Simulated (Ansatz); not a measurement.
**SnSe: moving Se off its site**

SnSe, Fm-3m, a = 5.946 Å. This isn't the usual stable structure of the compound. Ansatz: PBEsol, PAW, 420 eV, Γ-centred 6×6×6 mesh on 8 atoms, Gaussian smearing 0.05 eV; no spin polarisation.

```
CELL_PARAMETERS angstrom
5.94551 0.00000 0.00000
0.00000 -5.94551 0.00000
0.00000 0.00000 -5.94551
ATOMIC_POSITIONS crystal
Sn 0.00000 0.00000 0.00000
Sn 0.50000 0.50000 0.00000
Sn 0.50000 0.00000 0.50000
Sn 0.00000 0.50000 0.50000
Se 0.50000 0.00000 0.00000
Se 0.00000 0.50000 0.00000
Se 0.00000 0.00000 0.50000
Se 0.50000 0.50000 0.50000
```

Atom 5 (Se) moves by x along the unit vector (0.000, 0.000, 1.000), with its periodic images; all else is held. y is the free energy of the cell over the start, F the force along the path summed over the moved atoms. Symmetry makes y even in x.

| x (Å) | y (meV) | F (eV/Å) |
| --- | --- | --- |
| -0.100 | 6.06 | 0.13 |
| -0.060 | 2.08 | 0.07 |
| -0.020 | 0.23 | 0.02 |
| 0.000 | 0.00 | 0.00 |
| 0.040 | 0.91 | -0.05 |
| 0.050 | 1.43 | -0.06 |
| 0.070 | 2.86 | -0.08 |
| 0.080 | ? | ? |
| 0.090 | 4.85 | -0.11 |

Question: Fit y = c2 x² + c4 x⁴ to the energies of the other rows, give the force constant, and predict energy and force of the missing row.

Answer: Least squares on the rows shown. y = 562.2 x² + 4417 x⁴. The force constant is 2 c2 = 1.12 eV/Å² (for all images moving together, not for a lone atom). The force −dy/dx at the missing row is -0.10 eV/Å (computed -0.10). At x = 0.080 the fit asked for gives 3.78 meV. The run gave 3.78 meV, the same to the digits shown.